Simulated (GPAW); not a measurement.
## MgS: dielectric tensor with RPBE

Crystal: MgS.

```
S Mg
1.0
     0.00000    2.83312    2.83312
     2.83312    0.00000    2.83312
     2.83312    2.83312    0.00000
S Mg
1 1
Direct
  0.25000 0.25000 0.25000
  0.00000 0.00000 0.00000
```

The cell comes from a database or a generator and needn't be the stable form of this composition.

* Program: GPAW 26.7.0
* Task: dielectric tensor
* Functional: RPBE
* Potentials or basis: the program's PAW data sets (release 1.2.1) made for this functional
* Cutoff: 650 eV
* Basis: pw
* k mesh: 7 × 7 × 7
* Occupations: fermi-dirac, width 0.001 eV
* Spin: no spin polarisation
* Response ecut: 80 eV
* Maxiter: 150
* Response k mesh: 18 × 18 × 18
* Response bands: 28
* Kernels: ["RPA"]
* Coarser k mesh: 18 × 18 × 18

The band gap on the k mesh is 3.67 eV, direct and the electronic dielectric tensor (diagonal) is 3.55.

Electronic dielectric tensor:
```
3.55 0.00 0.00
0.00 3.55 0.00
0.00 0.00 3.55
```

Run time: 8.5 min on 1 thread of Intel(R) Xeon(R) Processor @ 2.50GHz (Skylake/Cascade Lake), with other jobs on the host, peak memory 0.53 GiB.

Caveat: the long-wavelength limit can be off by a per cent or two. A k mesh can miss the band edges.
